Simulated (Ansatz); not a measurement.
Runs of Ansatz 0.2.0 on MoP. Symmetry: P-6m2, No. 187, hexagonal system. Conventional cell: a = 3.223 Å, b = 3.223 Å, c = 3.191 Å, α = 90.00°, β = 90.00°, γ = 120.00°. Mo (site symmetry -6m2) is surrounded by 6 P at 2.45 Å. P (site symmetry -6m2) is surrounded by 6 Mo at 2.45 Å. 

```csv
task,level,spin,cell,k mesh,cutoff (eV),smearing,points for each segment of the path,atoms under strain,mesh quality,gap on the mesh (eV),pressure (GPa),relaxed volume (Å³/atom)
single point,RPBE,off,as given,10 × 10 × 8,420,gaussian 0.02 eV,-,-,not flagged,none,5.5,-
relaxation of cell and atoms,revPBE,off,relaxed,10 × 10 × 8,420,fermi-dirac 0.05 eV,-,-,not flagged,none,0.0,14.67
relaxation of cell and atoms,BLYP,off,relaxed,10 × 10 × 8,420,fermi-dirac 0.05 eV,-,-,not flagged,-,0.0,15.30
band structure,revPBE,off,as given,10 × 10 × 8,420,fermi-dirac 0.05 eV,14,-,not flagged,none,(c),-
band structure,HSEsol,off,as given,5 × 5 × 4,420,fermi-dirac 0.05 eV,4,-,coarse,none,-8.3,-
single point,RPBE,off,as given,10 × 10 × 8,420,gaussian 0.1 eV,-,-,not flagged,none,5.5,-
relaxation of cell and atoms,HSE03,off,relaxed,5 × 5 × 4,420,fermi-dirac 0.05 eV,-,-,coarse,none,0.0,14.09
elastic constants,LDA,off,as given,7 × 7 × 6,420,fermi-dirac 0.05 eV,-,relaxed,not flagged,none,-7.3,-
band structure,PBEsol,"SOC, no magnetisation",as given,7 × 7 × 6,420,fermi-dirac 0.05 eV,14,-,not flagged,none,-3.8,-
relaxation of cell and atoms,RPBE,off,relaxed,10 × 10 × 8,420,fermi-dirac 0.05 eV,-,-,not flagged,-,0.0,(a)
relaxation of cell and atoms,BLYP+D3(BJ),off,relaxed,10 × 10 × 8,420,fermi-dirac 0.05 eV,-,-,not flagged,-,0.0,14.17
band structure,r2SCAN,off,as given,10 × 10 × 8,500,fermi-dirac 0.05 eV,14,-,not flagged,none,(b),-
```

Alike in all rows: potentials or basis Ansatz PAW.

Problem. Fill in the values left out.

Solution. (a) 14.72; (b) 0.7; (c) 4.7.

Caveats: some runs use coarse meshes; the PAW data sets come from PBE, with cores solved anew for the run's functional, which leaves a small shift of forces and pressure; the plane-wave basis is chosen anew once the cell has moved, so the energies of steps on either side of that aren't comparable (some runs); the thresholds are loose for stress (some runs); the cell is more than 3 GPa from zero pressure, which shifts response properties (some runs); elastic constants of metals need much finer meshes, so these are rough (some runs).

A k mesh can miss the band edges, and rows without SOC leave out spin-orbit coupling on Mo.

A gap of «none» marks a metal or a gap under the smearing width.

Runs at the PBE level aren't shown here.
